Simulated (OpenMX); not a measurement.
Runs of OpenMX 3.8.5 on Sn. The structure is tetragonal, space group I4_1/amd (No. 141). The conventional cell has a = 5.880 Å, b = 5.880 Å, c = 3.199 Å, α = 90.00°, β = 90.00°, γ = 90.00°. Around Sn (site symmetry -4m2) lie 6 Sn at 3.05 to 3.20 Å. 

```csv
task,potentials or basis,k mesh,"grid points, held for all volumes",max SCF cycles,pressure (GPa)
band structure,"OpenMX 2013 PBE set, Sn7.0-s3p2d2f1, grid cutoff 500 Ry",9 × 9 × 9,-,100,0.7
band structure,"OpenMX 2013 PBE set, Sn7.0-s3p2d2, grid cutoff 500 Ry",7 × 7 × 7,-,100,(a)
band structure,"OpenMX 2013 PBE set, Sn7.0-s3p2d2f1, grid cutoff 500 Ry",7 × 7 × 7,-,100,0.6
band structure,"OpenMX 2013 PBE set, Sn7.0-s3p2d1, grid cutoff 500 Ry",7 × 7 × 7,-,100,-8.3
```

Alike in all rows: level PBE; no spin polarisation; cell as given; smearing fermi-dirac 0.05 eV.

Question: Fill in the values left out.

Answer: (a) -7.8.

Caveats: the basis of atomic orbitals isn't converged, which shifts pressures, moduli and gaps.
